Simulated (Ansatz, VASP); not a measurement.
Two plane-wave programs on LiF

```
Li F
1.0
     0.00000    2.01400    2.01400
     2.01400    0.00000    2.01400
     2.01400    2.01400    0.00000
Li F
1 1
Direct
  0.00000 0.00000 0.00000
  0.46897 0.46897 0.53103
```

Change from the starting cell: all F atoms moved +0.125 Å, as atom 2 towards its neighbour atom 1 (Li) at 2.014 Å.

Alike in both runs: task single point; functional PBE; k mesh 10 × 10 × 10; occupations gaussian, width 0.05 eV; no spin polarisation.

|  | VASP | Ansatz |
| --- | --- | --- |
| version | VASP 6.6.1 | Ansatz 0.2.0 |
| potentials or method | VASP PAW PBE potentials, release 64 (Li_sv, F) | scalar-relativistic, plane waves, PAW |
| plane-wave cutoff (eV) | 520 | 420 |
| valence electrons in the cell | 10 | 10 |

|  | VASP | Ansatz | Ansatz less VASP |
| --- | --- | --- | --- |
| gap on the k mesh at the Fermi level (eV) | 9.06 | 9.07 | +0.002 |
| least direct gap on the mesh (eV) | 9.06 | 9.07 | +0.002 |
| rms of the force components (eV/Å) | 0.140 | 0.133 | -0.0070 |

Atom by atom the forces differ by 0.007 eV/Å (rms over components).

 A k mesh can miss the band edges.
